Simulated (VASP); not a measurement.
# KCl (Sylvite) (Fm-3m) in VASP: settings compared

Aim: see how the results for KCl (Sylvite) move with the level of theory and the settings. Levels: PBE+D3(BJ), PBEsol. Tasks: relaxation of cell and atoms.

All numbers are computed with VASP 6.6.1; they aren't measurements. Logs are shortened: lines on timing, memory, paths and dates and some standing lists are left out, and cuts for length are marked.

**1. Starting point**

Symmetry: Fm-3m, No. 225, cubic system. The conventional cell has a = 6.293 Å, b = 6.293 Å, c = 6.293 Å, α = 90.00°, β = 90.00°, γ = 90.00°. K (site symmetry m-3m) is surrounded by 6 Cl at 3.15 Å. Cl (site symmetry m-3m) has 6 K at 3.15 Å as nearest neighbours.

**2. Relaxation of cell and atoms, PBE+D3(BJ)**

The input, INCAR:

```
PREC = Accurate ; ENCUT = 600
EDIFF = 1E-6 ; ISMEAR = 0
SIGMA = 0.03 ; LREAL = False
LASPH = True ; NELM = 80
ALGO = Normal ; ISIF = 3
LWAVE = False ; LCHARG = False
GGA = PE ; IVDW = 12
IBRION = 2 ; NSW = 90
EDIFFG = -0.01
```

The input, KPOINTS:

```
regular mesh
0
Gamma
  8 8 8
```

The input, POSCAR:

```
KCl
1.0
    0.0000000000      3.1464700000      3.1464700000
    3.1464700000      0.0000000000      3.1464700000
    3.1464700000      3.1464700000      0.0000000000
K Cl
1 1
Direct
    0.0000000000      0.0000000000      0.0000000000
    0.5000000000      0.5000000000      0.5000000000
```

Potentials or basis: VASP PAW PBE potentials, release 64 (K_sv, Cl).

The run is started by

```bash
> cat potpaw_PBE.64/K_sv/POTCAR potpaw_PBE.64/Cl/POTCAR > POTCAR
> mpirun -np 1 vasp_std > vasp.out
```

OUTCAR:

```text
PREC = Accurate
   ENCUT = 600
   EDIFF = 1E-6
   ISMEAR = 0
   LREAL = False
   LASPH = True
   NELM = 80
   ISIF = 3
   GGA = PE
   IVDW = 12
   IBRION = 2
   NSW = 90
   EDIFFG = -0.01
 IVDW          = 12

 ion  position               nearest neighbor table
   1  0.000  0.000  0.000-   2 3.15   2 3.15   2 3.15   2 3.15   2 3.15   2 3.15
   2  0.500  0.500  0.500-   1 3.15   1 3.15   1 3.15   1 3.15   1 3.15   1 3.15

  LATTYP: Found a face centered cubic cell.
 ALAT       =     6.2929400000

  Lattice vectors:

 A1 = (   0.0000000000,   3.1464700000,   3.1464700000)
 A2 = (   3.1464700000,   0.0000000000,   3.1464700000)
 A3 = (   3.1464700000,   3.1464700000,   0.0000000000)

Analysis of symmetry for initial positions (statically):
=====================================================================
 Subroutine PRICEL returns:
 Original cell was already a primitive cell.

 Routine SETGRP: Setting up the symmetry group for a
 face centered cubic supercell.

 Subroutine GETGRP returns: Found 48 space group operations
 (whereof 48 operations were pure point group operations)
 out of a pool of 48 trial point group operations.

The static configuration has the point symmetry O_h .

Analysis of symmetry for dynamics (positions and initial velocities):
=====================================================================
 Subroutine PRICEL returns:
 Original cell was already a primitive cell.

 Routine SETGRP: Setting up the symmetry group for a
 face centered cubic supercell.

 Subroutine GETGRP returns: Found 48 space group operations
 (whereof 48 operations were pure point group operations)
 out of a pool of 48 trial point group operations.

The dynamic configuration has the point symmetry O_h .

 Subroutine INISYM returns: Found 48 space group operations
 (whereof 48 operations are pure point group operations),
 and found     1 'primitive' translations

----------------------------------------------------------------------------------------

                                     Primitive cell

  volume of cell :      62.3018

  direct lattice vectors                    reciprocal lattice vectors
     0.000000000  3.146470000  3.146470000    -0.158908237  0.158908237  0.158908237
     3.146470000  0.000000000  3.146470000     0.158908237 -0.158908237  0.158908237
     3.146470000  3.146470000  0.000000000     0.158908237  0.158908237 -0.158908237

  length of vectors
     4.449780548  4.449780548  4.449780548     0.275237140  0.275237140  0.275237140

  position of ions in fractional coordinates (direct lattice)
     0.000000000  0.000000000  0.000000000
     0.500000000  0.500000000  0.500000000

  ion indices of the primitive-cell ions
   primitive index   ion index
                 1           1
                 2           2

[... 74 lines left out ...]
   NSW    =     90    number of steps for IOM
   IBRION =      2    ionic relax: 0-MD 1-quasi-New 2-CG
   NFREE  =      1    steps in history (QN), initial steepest desc. (CG)
   ISIF   =      3    stress and relaxation
   ISYM   =      2    0-nonsym 1-usesym 2-fastsym
   POTIM  = 0.5000    time-step for ionic-motion
   TEBEG  =    0.0;   TEEND  =   0.0 temperature during run
   PSTRESS=    0.0 pullay stress
   NELECT =      16.0000    total number of electrons
   NUPDOWN=      -1.0000    fix difference up-down
   EMIN   =  10.00;   EMAX   =-10.00  energy-range for DOS
   EFERMI =   0.00;   METHOD = LEGACY
   ISMEAR =     0;   SIGMA  =   0.03  broadening in eV -4-tet -1-fermi 0-gaus
   EFERMI_NEDOS =   21; number of points for ismear=-14 and -15
   IALGO  =     38    algorithm
   IMIX   =      4    mixing-type and parameters
     AMIX     =   0.40;   BMIX     =  1.00
     AMIX_MAG =   1.60;   BMIX_MAG =  1.00
  volume/ion in A,a.u.               =      31.15       210.22
  Fermi-wavevector in a.u.,A,eV,Ry     =   1.040594  1.966437 14.732871  1.082835
  Thomas-Fermi vector in A             =   2.175177
   LORBIT       =      0    0 simple, 1 ext, 2 COOP (PROOUT), +10 PAW based schemes
   GGA     = PE    functional components
   LHFCALC =     F    Hartree Fock is set to
   AEXX    =    0.0000 exact exchange contribution
   IVDW    =    12    specifies the selected vdW correction
   LEPSILON=     F    determine dielectric tensor
   LRPA    =     F    only Hartree local field effects (RPA)
 conjugate gradient relaxation of ions
 non-spin polarized calculation
 Gauss-broadening in eV      SIGMA  =   0.03
  energy-cutoff  :      600.00
  volume of cell :       62.30
 maximum number of plane-waves:      2120
   NGX = 17   NGY = 17   NGZ = 17

--------------------------------------- Ionic step        1  -------------------------------------------

 number of electron      16.0000001 magnetization

 Free energy of the ion-electron system (eV)
  ---------------------------------------------------
  ext. energy  EPLUGINS =         0.00000000
  ---------------------------------------------------
  free energy    TOTEN  =        -6.80420118 eV

  energy without entropy =       -6.80420118  energy(sigma->0) =       -6.80420118

------------------------ aborting loop because EDIFF is reached ----------------------------------------

 Edisp (eV)   -0.38796

 E8    (eV) :    -0.1761
[... 71 lines left out ...]
--------------------------------------- Ionic step        3  -------------------------------------------

 number of electron      16.0000002 magnetization

 Free energy of the ion-electron system (eV)
  ---------------------------------------------------
  ext. energy  EPLUGINS =         0.00000000
  ---------------------------------------------------
  free energy    TOTEN  =        -6.80125970 eV

  energy without entropy =       -6.80125970  energy(sigma->0) =       -6.80125970

 E-fermi :  -1.5862     XC(G=0):  -7.5733

 val. band max:       -1.8084779763   @ k =   0.0000   0.0000   0.0000
 cond. band min:       3.4084435382   @ k =   0.0000   0.0000   0.0000
 fundamental gap:      5.2169215144
 Fermi energy:        -1.5861516576

 k-point     1 :       0.0000    0.0000    0.0000
  band No.  band energies     occupation
      1     -28.9858      2.00000
      2     -13.9352      2.00000
      3     -12.4472      2.00000
      4     -12.4472      2.00000
      5     -12.4472      2.00000
      6      -1.8085      2.00000
      7      -1.8085      2.00000
      8      -1.8085      2.00000
      9       3.4084      0.00000
     10       6.5769      0.00000
     11       6.5769      0.00000
     12       6.5769      0.00000
[... 331 lines left out ...]
 k-point    24 :      -0.3750    0.2500    0.1250
  band No.  band energies     occupation
      1     -28.9730      2.00000
      2     -14.0349      2.00000
      3     -12.5033      2.00000
      4     -12.4808      2.00000
      5     -12.2937      2.00000
      6      -2.6598      2.00000
      7      -2.2156      2.00000
      8      -2.1454      2.00000
      9       6.0656      0.00000
     10       6.5585      0.00000
     11       8.3075      0.00000
     12       8.3847      0.00000

 [... further k-points ...]

------------------------ aborting loop because EDIFF is reached ----------------------------------------

 Edisp (eV)   -0.39126

 E8    (eV) :    -0.1775
[... 25 lines left out ...]
  FREE ENERGIE OF THE ION-ELECTRON SYSTEM (eV)
  ---------------------------------------------------
  free  energy   TOTEN  =        -7.1925149747 eV

  energy  without entropy=       -7.1925149747  energy(sigma->0) =       -7.19251497

 reached required accuracy - stopping structural energy minimisation
```

OSZICAR:

```text
N       E                     dE             d eps       ncg     rms          rms(c)
DAV:   1     0.123565133406E+03    0.12357E+03   -0.79857E+03   696   0.134E+03
DAV:   2     0.462618054544E+00   -0.12310E+03   -0.11421E+03   908   0.298E+02
DAV:   3    -0.687887282425E+01   -0.73415E+01   -0.72986E+01   900   0.680E+01
[... 21 lines left out ...]
DAV:   2    -0.680144428040E+01    0.91519E-03   -0.21888E-03   864   0.431E-01    0.813E-02
DAV:   3    -0.680124474821E+01    0.19953E-03   -0.59286E-04  1192   0.208E-01    0.599E-02
DAV:   4    -0.680125206165E+01   -0.73134E-05   -0.28244E-05  1292   0.320E-02    0.288E-02
DAV:   5    -0.680126005325E+01   -0.79916E-05   -0.17448E-05  1244   0.226E-02    0.476E-03
DAV:   6    -0.680125970310E+01    0.35015E-06   -0.49209E-07   620   0.786E-03
   3 F= -.71925150E+01 E0= -.71925150E+01  d E =-.355962E-03
```

Run time: 32 s. Hardware: 1 thread of Intel Xeon Platinum 8559C (Emerald Rapids), shared host; peak memory 0.23 GiB.

Results:

| Quantity | Value |
| --- | --- |
| Free energy | -7.1925 eV |
| Relaxed volume | 30.89 Å³/atom |
| Relaxed cell | a = 4.437 Å, b = 4.437 Å, c = 4.437 Å, α = 60.00°, β = 60.00°, γ = 60.00° |
| Space group after relaxing (to 0.05 Å) | Fm-3m (No. 225) |
| Energy gained by relaxing | 0.2 meV/atom |
| Ionic steps | 3 |
| Pressure after relaxing | 0.0 GPa |
| Band gap on the k mesh | 5.22 eV, direct |
| Dispersion energy per atom | -0.196 eV |

Step by step:
```tsv
step	energy change (eV)	largest force (eV/Å)	pressure (GPa)	volume (Å³)
1	0.0000	0.0000	-0.19	62.30
2	-0.0003	0.0000	-0.08	61.98
3	-0.0004	0.0000	-0.03	61.78
```

Final structure:
```xyz
2
Lattice="0.0000 3.1377 3.1377 3.1377 0.0000 3.1377 3.1377 3.1377 0.0000" Properties=species:S:1:pos:R:3 pbc="T T T"
K     0.0000    0.0000    0.0000
Cl    3.1377    3.1377    3.1377
```

Levels at points of the mesh, in eV from the valence-band top:
```
           k point  band 4  band 5  band 6  band 7  band 8  band 9  band 10  band 11  band 12
(0.00, 0.00, 0.00)  -10.64  -10.64    0.00    0.00    0.00    5.22     8.39     8.39     8.39
(0.50, 0.00, 0.00)  -10.65  -10.39   -1.07   -0.33   -0.33    7.62     8.64    10.56    10.56
(0.50, 0.50, 0.00)  -10.70  -10.70   -0.66   -0.23   -0.23    6.53     8.39    10.12    10.26
```

A k mesh can miss the band edges.

**3. Relaxation of cell and atoms, PBE+D3(BJ)**

This run uses another cell than the first one, of 30.89 Å³/atom, 0.992 times its volume.

The input, INCAR:

```
PREC = Accurate ; ENCUT = 600
EDIFF = 1E-7 ; ISMEAR = 0
SIGMA = 0.03 ; LREAL = False
LASPH = True ; NELM = 80
ALGO = Normal ; ISIF = 3
LWAVE = False ; LCHARG = False
GGA = PE ; IVDW = 12
IBRION = 2 ; NSW = 90
EDIFFG = -0.005
```

KPOINTS is that of step 2.

The input, POSCAR:

```
KCl                                     
1.0
    0.0000000000      3.1376570673      3.1376570673
    3.1376570673     -0.0000000000      3.1376570673
    3.1376570673      3.1376570673      0.0000000000
  K               Cl            
     1     1
Direct
     0.0000000000000000    0.0000000000000000    0.0000000000000000
     0.5000000000000000    0.5000000000000000    0.5000000000000000
```

Potentials or basis: VASP PAW PBE potentials, release 64 (K_sv, Cl).

The run is started by

```bash
> cat potpaw_PBE.64/K_sv/POTCAR potpaw_PBE.64/Cl/POTCAR > POTCAR
> mpirun -np 1 vasp_std > vasp.out
```

OUTCAR:

```text
PREC = Accurate
   ENCUT = 600
   EDIFF = 1E-7
   ISMEAR = 0
   LREAL = False
   LASPH = True
   NELM = 80
   ISIF = 3
   GGA = PE
   IVDW = 12
   IBRION = 2
   NSW = 90
   EDIFFG = -0.005
 IVDW          = 12

 ion  position               nearest neighbor table
   1  0.000  0.000  0.000-   2 3.14   2 3.14   2 3.14   2 3.14   2 3.14   2 3.14
   2  0.500  0.500  0.500-   1 3.14   1 3.14   1 3.14   1 3.14   1 3.14   1 3.14

  LATTYP: Found a face centered cubic cell.
 ALAT       =     6.2753141346

  Lattice vectors:

 A1 = (   0.0000000000,   3.1376570673,   3.1376570673)
 A2 = (   3.1376570673,   0.0000000000,   3.1376570673)
 A3 = (   3.1376570673,   3.1376570673,   0.0000000000)

Analysis of symmetry for initial positions (statically):
=====================================================================
 Subroutine PRICEL returns:
 Original cell was already a primitive cell.

 Routine SETGRP: Setting up the symmetry group for a
 face centered cubic supercell.

 Subroutine GETGRP returns: Found 48 space group operations
[... 231 lines left out ...]
      5     -12.4418      2.00000
      6      -1.8052      2.00000
      7      -1.8052      2.00000
      8      -1.8052      2.00000
      9       3.4145      0.00000
     10       6.5806      0.00000
     11       6.5806      0.00000
     12       6.5806      0.00000
[... 331 lines left out ...]
 k-point    24 :      -0.3750    0.2500    0.1250
  band No.  band energies     occupation
      1     -28.9676      2.00000
      2     -14.0327      2.00000
      3     -12.4981      2.00000
      4     -12.4756      2.00000
      5     -12.2880      2.00000
      6      -2.6576      2.00000
      7      -2.2129      2.00000
      8      -2.1426      2.00000
      9       6.0708      0.00000
     10       6.5639      0.00000
     11       8.3146      0.00000
     12       8.3912      0.00000

 [... further k-points ...]

------------------------ aborting loop because EDIFF is reached ----------------------------------------

 Edisp (eV)   -0.39158

 E8    (eV) :    -0.1776

  FORCE on cell =-STRESS in cart. coord.  units (eV):
  Direction    XX          YY          ZZ          XY          YZ          ZX
  --------------------------------------------------------------------------------------
  -------------------------------------------------------------------------------------
  Total      -0.00561    -0.00561    -0.00561     0.00000     0.00000     0.00000
  in kB      -0.14554    -0.14554    -0.14554     0.00000     0.00000     0.00000
  external pressure =       -0.15 kB  Pullay stress =        0.00 kB

 VOLUME and BASIS-vectors are now :
 -----------------------------------------------------------------------------
  energy-cutoff  :      600.00
  volume of cell :       61.73
      direct lattice vectors                 reciprocal lattice vectors
     0.000000000  3.136794499  3.136794499    -0.159398392  0.159398392  0.159398392
     3.136794499 -0.000000000  3.136794499     0.159398392 -0.159398392  0.159398392
     3.136794499  3.136794499 -0.000000000     0.159398392  0.159398392 -0.159398392

 POSITION                                       TOTAL-FORCE (eV/Angst)
 -----------------------------------------------------------------------------------
      3.13679     -0.00000      3.13679        -0.000000     -0.000000     -0.000000
      3.13679      3.13679      3.13679         0.000000      0.000000      0.000000
 -----------------------------------------------------------------------------------
    total drift:                                0.000000      0.000000      0.000000

  FREE ENERGIE OF THE ION-ELECTRON SYSTEM (eV)
  ---------------------------------------------------
  free  energy   TOTEN  =        -7.1924988880 eV

  energy  without entropy=       -7.1924988880  energy(sigma->0) =       -7.19249889

 reached required accuracy - stopping structural energy minimisation
```

It took 25 s on 1 thread of Intel Xeon Platinum 8559C (Emerald Rapids), shared host; peak memory 0.23 GiB.

Results:

* Free energy: -7.1925 eV
* Relaxed volume: 30.86 Å³/atom
* Relaxed cell: a = 4.436 Å, b = 4.436 Å, c = 4.436 Å, α = 60.00°, β = 60.00°, γ = 60.00°
* Space group after relaxing (to 0.05 Å): Fm-3m (No. 225)
* Energy gained by relaxing: 0.0 meV/atom
* Ionic steps: 2
* Pressure after relaxing: 0.0 GPa
* Band gap on the k mesh: 5.22 eV, direct
* Dispersion energy per atom: -0.196 eV

Final structure:
```
CELL_PARAMETERS angstrom
0.00000 3.13679 3.13679
3.13679 0.00000 3.13679
3.13679 3.13679 0.00000
ATOMIC_POSITIONS crystal
K 0.00000 0.00000 0.00000
Cl 0.50000 0.50000 0.50000
```

Levels at points of the mesh, in eV from the valence-band top:
| k point | band 6 | band 7 | band 8 | band 9 | band 10 | band 11 |
| --- | --- | --- | --- | --- | --- | --- |
| (0.00, 0.00, 0.00) | 0.00 | 0.00 | 0.00 | 5.22 | 8.39 | 8.39 |
| (0.50, 0.00, 0.00) | -1.07 | -0.33 | -0.33 | 7.62 | 8.64 | 10.56 |
| (0.50, 0.50, 0.00) | -0.66 | -0.23 | -0.23 | 6.53 | 8.39 | 10.13 |

A k mesh can miss the band edges.

[end of part 1 of 2]
